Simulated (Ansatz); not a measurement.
ZrO2 (fluorite), relaxed with r2SCAN in the plane-wave code Ansatz: the symmetry is Fm-3m (No. 225, cubic); conventional cell a = 5.089 Å, 10.99 Å³ an atom. Zr has 8 O at 2.20 Å; O has 4 Zr at 2.20 Å. The cell was then strained (x, y and z are the cube axes), with the atoms relaxed again; stress is positive in compression. (Simulation; spin polarisation is off.)

- Uniaxial -1.0 % along z, other directions held: r2SCAN's stress changes by +5.77 GPa along the strain and +1.08 GPa across it.
- Isotropic -1.0 % on every length: the pressure changes by +8.25 GPa, and the HSE06 gap (X → Γ) goes from 4.980 to 5.078 eV.
- Epitaxial strain of -1.0 % in the (001) plane: the free normal strain is +0.38 % and the in-plane stress changes by +6.52 GPa.

Question: Estimate C₁₁, C₁₂ and the bulk modulus from the uniaxial step.

Answer: With compression positive, C₁₁ ≈ −Δσ∥/ε = (-5.77)/(-0.0100) = 577 GPa and C₁₂ ≈ (-1.08)/(-0.0100) = 108 GPa; B = (C₁₁ + 2C₁₂)/3 = 264 GPa. A one-sided step carries third-order terms: it reads high by some per cent.

Question: What bulk modulus does the isotropic step give?

Answer: Δ ln V = 3 ln(0.9900) = -0.0302, so B ≈ −ΔP/Δ ln V = 274 GPa, against 264 GPa from C₁₁ and C₁₂; one-sided steps of finite size carry third-order terms.

Question: Give the volume deformation potential of that gap and its pressure coefficient.

Answer: a_V = ΔE_g/Δ ln V = (+0.098)/(-0.0302) = -3.25 eV; dE_g/dP = −a_V/B = +12 meV/GPa, with HSE06's gap and r2SCAN's modulus.

Question: What do the film's normal strain and stress say about the elastic constants?

Answer: ε⊥/ε∥ = (+0.0038)/(-0.0100) = -0.38, which linear elasticity sets to −2C₁₂/C₁₁ = -0.37 from the uniaxial step. The biaxial modulus is M = −Δσ/ε∥ = 652 GPa (C₁₁ + C₁₂ − 2C₁₂²/C₁₁ = 645 GPa).

Question: How much elastic energy does the film store, with 10.99 Å³ an atom?

Answer: u = M ε∥² = −Δσ ε∥ = -6.52 × (-0.0100) = 0.0652 GPa, and 1 GPa Å³ is 6.2415 meV: 4.47 meV an atom. The total energies of the two runs differ by 4.39 meV an atom.

Where an edge lies off the special points, it is a point of the mesh or the k point where a search put PBE's edge or least direct gap, reused for the other functionals, whose own edges may lie a little apart.

The meshes of the hybrids are coarse, so their gaps aren't converged to the digits shown.
